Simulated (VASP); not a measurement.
# C (Pm-3m) in VASP: a series of runs, part 2 of 2

VASP 6.6.1. Earlier steps stand in the parts before.

## (4) Electric field gradients, PBE

Contents of INCAR:

```
SYSTEM = C
ALGO = Fast
EDIFF = 1E-8
ENCUT = 520
GGA = PE
ISIF = 2
ISMEAR = 0
LASPH = .TRUE.
LCHARG = .FALSE.
LEFG = .TRUE.
LREAL = .FALSE.
LWAVE = .FALSE.
NELM = 100
PREC = Accurate
SIGMA = 0.02
```

Contents of KPOINTS:

```
k-points
0
G
  10 10 10
  0 0 0
```

Contents of POSCAR:

```
C
1.0
    2.6197200000      0.0000000000      0.0000000000
    0.0000000000      2.6197200000      0.0000000000
    0.0000000000      0.0000000000      2.6197200000
C
3
Direct
    0.0000000000      0.5000000000      0.5000000000
    0.5000000000      0.0000000000      0.5000000000
    0.5000000000      0.5000000000      0.0000000000
```

Potentials or basis: VASP PAW PBE potentials, release 64 (C).

Started as:

```bash
cat potpaw_PBE.64/C/POTCAR > POTCAR
mpirun -np 1 vasp_std > vasp.out
```

OUTCAR:

```text
SYSTEM = C
   EDIFF = 1E-8
   ENCUT = 520
   GGA = PE
   ISIF = 2
   ISMEAR = 0
   LASPH = .TRUE.
   LREAL = .FALSE.
   NELM = 100
   PREC = Accurate

 ion  position               nearest neighbor table
   1  0.000  0.500  0.500-   2 1.85   3 1.85   3 1.85   2 1.85   2 1.85   3 1.85   3 1.85   2 1.85

   2  0.500  0.000  0.500-   1 1.85   3 1.85   3 1.85   1 1.85   3 1.85   3 1.85   1 1.85   1 1.85

   3  0.500  0.500  0.000-   1 1.85   2 1.85   1 1.85   2 1.85   2 1.85   2 1.85   1 1.85   1 1.85

  LATTYP: Found a simple cubic cell.
 ALAT       =     2.6197200000

  Lattice vectors:

 A1 = (   2.6197200000,   0.0000000000,   0.0000000000)
 A2 = (   0.0000000000,   2.6197200000,   0.0000000000)
 A3 = (   0.0000000000,   0.0000000000,   2.6197200000)

Analysis of symmetry for initial positions (statically):
=====================================================================
 Subroutine PRICEL returns:
 Original cell was already a primitive cell.

 Routine SETGRP: Setting up the symmetry group for a
 simple cubic supercell.

 Subroutine GETGRP returns: Found 48 space group operations
 (whereof 48 operations were pure point group operations)
 out of a pool of 48 trial point group operations.

The static configuration has the point symmetry O_h .

Analysis of symmetry for dynamics (positions and initial velocities):
=====================================================================
 Subroutine PRICEL returns:
 Original cell was already a primitive cell.

 Routine SETGRP: Setting up the symmetry group for a
 simple cubic supercell.

 Subroutine GETGRP returns: Found 48 space group operations
 (whereof 48 operations were pure point group operations)
 out of a pool of 48 trial point group operations.

The dynamic configuration has the point symmetry O_h .

 Subroutine INISYM returns: Found 48 space group operations
 (whereof 48 operations are pure point group operations),
 and found     1 'primitive' translations

----------------------------------------------------------------------------------------

                                     Primitive cell

  volume of cell :      17.9790

  direct lattice vectors                    reciprocal lattice vectors
     2.619720000  0.000000000  0.000000000     0.381720184  0.000000000  0.000000000
     0.000000000  2.619720000  0.000000000     0.000000000  0.381720184  0.000000000
     0.000000000  0.000000000  2.619720000     0.000000000  0.000000000  0.381720184

  length of vectors
     2.619720000  2.619720000  2.619720000     0.381720184  0.381720184  0.381720184

  position of ions in fractional coordinates (direct lattice)
     0.000000000  0.500000000  0.500000000
     0.500000000  0.000000000  0.500000000
     0.500000000  0.500000000  0.000000000

  ion indices of the primitive-cell ions
   primitive index   ion index
                 1           1
                 2           2
                 3           3

[... 91 lines left out ...]
     AMIX_MAG =   1.60;   BMIX_MAG =  1.00
  volume/ion in A,a.u.               =       5.99        40.44
  Fermi-wavevector in a.u.,A,eV,Ry     =   1.430695  2.703621 27.849602  2.046888
  Thomas-Fermi vector in A             =   2.550512
   LORBIT       =      0    0 simple, 1 ext, 2 COOP (PROOUT), +10 PAW based schemes
   GGA     = PE    functional components
   LHFCALC =     F    Hartree Fock is set to
   AEXX    =    0.0000 exact exchange contribution
   IVDW    =     0    specifies the selected vdW correction
   LEPSILON=     F    determine dielectric tensor
   LRPA    =     F    only Hartree local field effects (RPA)
 non-spin polarized calculation
 RMM-DIIS sequential band-by-band and
 Gauss-broadening in eV      SIGMA  =   0.02
  energy-cutoff  :      520.00
  volume of cell :       17.98
 maximum number of plane-waves:       500
 NGX is ok and might be reduce to    20

 number of electron      11.9999999 magnetization

 Free energy of the ion-electron system (eV)
  ---------------------------------------------------
  ext. energy  EPLUGINS =         0.00000000
  ---------------------------------------------------
  free energy    TOTEN  =       -16.72999650 eV

  energy without entropy =      -16.72976652  energy(sigma->0) =      -16.72988151

 E-fermi :  10.8585     XC(G=0): -13.3591

 val. band max:       10.8457584294   @ k =   0.4000   0.0000   0.0000
 cond. band min:      10.8986178150   @ k =   0.3000   0.3000   0.1000
 fundamental gap:      0.0528593856
 Fermi energy:        10.8585256744

 k-point     1 :       0.0000    0.0000    0.0000
  band No.  band energies     occupation
      1     -11.8739      2.00000
      2       2.9461      2.00000
      3       2.9461      2.00000
      4       2.9461      2.00000
      5       7.9817      2.00000
      6       7.9817      2.00000
      7      15.2108      0.00000
      8      15.2108      0.00000
      9      15.2108      0.00000
     10      16.5738      0.00000
[... 287 lines left out ...]
 k-point    24 :       0.3000    0.1000    0.1000
  band No.  band energies     occupation
      1     -10.0466      2.00000
      2      -2.5922      2.00000
      3       3.2025      2.00000
      4       3.3383      2.00000
      5       9.7916      2.00000
      6      11.0690      0.00000
      7      11.3678      0.00000
      8      13.1000      0.00000
      9      15.1821      0.00000
     10      16.6338      0.00000

 [... further k-points ...]

------------------------ aborting loop because EDIFF is reached ----------------------------------------

  FORCE on cell =-STRESS in cart. coord.  units (eV):
  Direction    XX          YY          ZZ          XY          YZ          ZX
  --------------------------------------------------------------------------------------
  -------------------------------------------------------------------------------------
  Total        0.4899331      0.4899331      0.4899331     -0.0000000     -0.0000000     -0.0000000
  in kB       43.6598985     43.6598985     43.6598985     -0.0000000     -0.0000000     -0.0000000
  external PRESSURE =      43.6598985 kB  Pullay stress =       0.0000000 kB

 VOLUME and BASIS-vectors are now :
 -----------------------------------------------------------------------------
  energy-cutoff  :      520.00
  volume of cell :       17.98
      direct lattice vectors                 reciprocal lattice vectors
     2.619720000  0.000000000  0.000000000     0.381720184  0.000000000  0.000000000
     0.000000000  2.619720000  0.000000000     0.000000000  0.381720184  0.000000000
     0.000000000  0.000000000  2.619720000     0.000000000  0.000000000  0.381720184

 POSITION                                       TOTAL-FORCE (eV/Angst)
 -----------------------------------------------------------------------------------
      0.00000      1.30986      1.30986         0.000000      0.000000      0.000000
      1.30986      0.00000      1.30986         0.000000      0.000000      0.000000
      1.30986      1.30986      0.00000         0.000000      0.000000      0.000000
 -----------------------------------------------------------------------------------
    total drift:                               -0.000000      0.000000      0.000000

  FREE ENERGIE OF THE ION-ELECTRON SYSTEM (eV)
  ---------------------------------------------------
  free  energy   TOTEN  =       -16.7299965025 eV

  energy  without entropy=      -16.7297665192  energy(sigma->0) =      -16.72988151

 Electric field gradients (V/A^2)
---------------------------------------------------------------------
 ion       V_xx      V_yy      V_zz      V_xy      V_xz      V_yz
---------------------------------------------------------------------
   1      21.140   -10.570   -10.570    -0.000     0.000    -0.000
   2     -10.570    21.140   -10.570    -0.000    -0.000    -0.000
   3     -10.570   -10.570    21.140     0.000    -0.000    -0.000
---------------------------------------------------------------------

 Electric field gradients after diagonalization (V/A^2)
 (convention: |V_zz| > |V_xx| > |V_yy|)
----------------------------------------------------------------------
 ion       V_xx      V_yy      V_zz     asymmetry (V_yy - V_xx)/ V_zz
----------------------------------------------------------------------
   1     -10.570   -10.570    21.140       0.000
   2     -10.570   -10.570    21.140       0.000
   3     -10.570   -10.570    21.140       0.000
----------------------------------------------------------------------

           NMR quadrupolar parameters

 Cq : quadrupolar parameter    Cq=e*Q*V_zz/h
 eta: asymmetry parameters     (V_yy - V_xx)/ V_zz
 Q  : nuclear electric quadrupole moment in mb (millibarn)
----------------------------------------------------------------------
 ion       Cq(MHz)       eta       Q (mb)
----------------------------------------------------------------------
   1       0.051       0.000       1.000
   2       0.051       0.000       1.000
   3       0.051       0.000       1.000
----------------------------------------------------------------------
```

OSZICAR:

```text
N       E                     dE             d eps       ncg     rms          rms(c)
DAV:   1     0.208589810535E+02    0.20859E+02   -0.67201E+03  1144   0.114E+03
DAV:   2    -0.153671777330E+02   -0.36226E+02   -0.34485E+02  1480   0.172E+02
DAV:   3    -0.167295726021E+02   -0.13624E+01   -0.13327E+01  1574   0.295E+01
DAV:   4    -0.167464280363E+02   -0.16855E-01   -0.16631E-01  1678   0.240E+00
DAV:   5    -0.167465921603E+02   -0.16412E-03   -0.16409E-03  1520   0.167E-01    0.306E+00
RMM:   6    -0.167267245613E+02    0.19868E-01   -0.19955E-02  1138   0.118E+00    0.187E+00
RMM:   7    -0.167293599678E+02   -0.26354E-02   -0.40413E-02  1180   0.185E+00    0.162E-01
RMM:   8    -0.167299569926E+02   -0.59702E-03   -0.25085E-03  1261   0.537E-01    0.534E-02
RMM:   9    -0.167299836462E+02   -0.26654E-04   -0.36873E-04  1383   0.174E-01    0.191E-02
RMM:  10    -0.167299946183E+02   -0.10972E-04   -0.70140E-05  1350   0.769E-02    0.570E-03
RMM:  11    -0.167299960730E+02   -0.14547E-05   -0.24640E-05  1469   0.340E-02    0.321E-03
RMM:  12    -0.167299963040E+02   -0.23094E-06   -0.22297E-06  1449   0.112E-02    0.353E-03
RMM:  13    -0.167299963547E+02   -0.50758E-07   -0.35189E-07  1416   0.456E-03    0.305E-03
RMM:  14    -0.167299965323E+02   -0.17758E-06   -0.13104E-07  1312   0.315E-03    0.242E-03
RMM:  15    -0.167299965021E+02    0.30226E-07   -0.37071E-08  1055   0.141E-03    0.275E-03
RMM:  16    -0.167299965025E+02   -0.41689E-09   -0.45598E-09   759   0.507E-04
   1 F= -.16729997E+02 E0= -.16729882E+02  d E =-.229983E-03
```

It used 6.3 s of CPU time on 1 thread of Intel(R) Xeon(R) Platinum 8559C (Emerald Rapids), with other jobs on the host, which was overloaded at the time.

What came out:

```
Free energy            : -16.7300 eV
Pressure               : 4.4 GPa
Band gap on the k mesh : none (metal or under the smearing width)
```

Levels at points of the mesh, in eV from the Fermi level:
```
           k point  band 4  band 5  band 6  band 7  band 8  band 9
(0.00, 0.00, 0.00)   -7.91   -2.88   -2.88    4.35    4.35    4.35
(0.50, 0.00, 0.00)   -5.16   -0.71   -0.71   -0.31    0.08    2.28
(0.50, 0.50, 0.00)  -10.47   -1.19    0.16    0.16    2.32    4.57
(0.50, 0.50, 0.50)   -9.75   -9.14   -9.14   -9.14    4.68   10.29
```

Electric field gradients, principal values (V/Å²):
```csv
atom,Vxx,Vyy,Vzz
1 C,-10.570,-10.570,21.140
2 C,-10.570,-10.570,21.140
3 C,-10.570,-10.570,21.140
```

## (5) For comparison

An earlier run on the cell as given: functional PBE; potentials or basis VASP PAW PBE potentials, release 64 (C); cutoff 520 eV; k mesh 10 × 10 × 10; occupations fermi-dirac, width 0.05 eV; no spin polarisation.

- Pressure: 3.0 GPa
- Band gap on the k mesh: none (metal or under the smearing width)

## (6) The runs side by side

```tsv
task	smearing	k mesh for the DOS	occupations for the DOS	gap on the mesh (eV)	pressure (GPa)
optical spectrum	gaussian 0.02 eV	-	-	none	4.4
density of states	gaussian 0.02 eV	15 × 15 × 15	tetrahedron	-	-
electric field gradients	gaussian 0.02 eV	-	-	none	4.4
single point	fermi-dirac 0.05 eV	-	-	none	3.0
```

Alike in all rows: level PBE; potentials or basis VASP PAW PBE potentials, release 64 (C); no spin polarisation; cell as given; k mesh 10 × 10 × 10; cutoff (eV) 520.

Every run on the cell as given and a fine mesh finds a metal.

Caveats: spectra need much finer meshes, so this one isn't converged (some runs); independent-particle spectra lack excitons (some runs); the intraband (Drude) part of a metal's response may be missing (some runs).

Total energies depend on the potentials used, so only differences within one code and one set of settings carry meaning.
